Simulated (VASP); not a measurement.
Wanted: the native input for a VASP 6.6.1 run.

| Quantity | Value |
| --- | --- |
| Task | dielectric tensor |
| Functional | LDA |
| Potentials or basis | VASP PAW LDA potentials, release 64 (Si, C) |
| Cutoff | 600 eV |
| k mesh | 18 × 18 × 18 |
| Occupations | gaussian, width 0.03 eV |
| Spin | no spin polarisation |
| Monkhorst-Pack mesh | yes |
| Further INCAR settings | ALGO = Normal; EDIFF = 1e-08 |

The structure of SiC (Moissanite 3C) lies in POSCAR:

```
SiC                                     
1.0
    0.0000000000      2.1652753731      2.1652753731
    2.1652753731      0.0000000000      2.1652753731
    2.1652753731      2.1652753731      0.0000000000
  Si              C             
     1     1
Direct
     0.0000000000000000    0.0000000000000000    0.0000000000000000
     0.2500000000000000    0.2500000000000000    0.2500000000000000
```

These files were run (other wordings do the same):

INCAR

```
SYSTEM = SiC
ALGO = Normal
EDIFF = 1E-8
ENCUT = 600
ISIF = 2
ISMEAR = 0
LASPH = .TRUE.
LCHARG = .FALSE.
LEPSILON = .TRUE.
LREAL = .FALSE.
LWAVE = .FALSE.
NELM = 80
PREC = Accurate
SIGMA = 0.03
```

KPOINTS

```
k-points
0
Monkhorst
  18 18 18
  0 0 0
```

Potentials or basis: VASP PAW LDA potentials, release 64 (Si, C).

Run with:

```bash
$ cat potpaw_LDA.64/Si/POTCAR potpaw_LDA.64/C/POTCAR > POTCAR
$ mpirun -np 1 vasp_std > vasp.out
```

It gave:

```
Electronic dielectric tensor (diagonal) : 6.93
Born charges (mean of the diagonal)     : Si +2.71; C -2.71 e
```

Wall time 13 min on 1 thread of Intel(R) Xeon(R) 6975P-C (Granite Rapids), with other jobs on the host, peak memory 1.4 GiB.
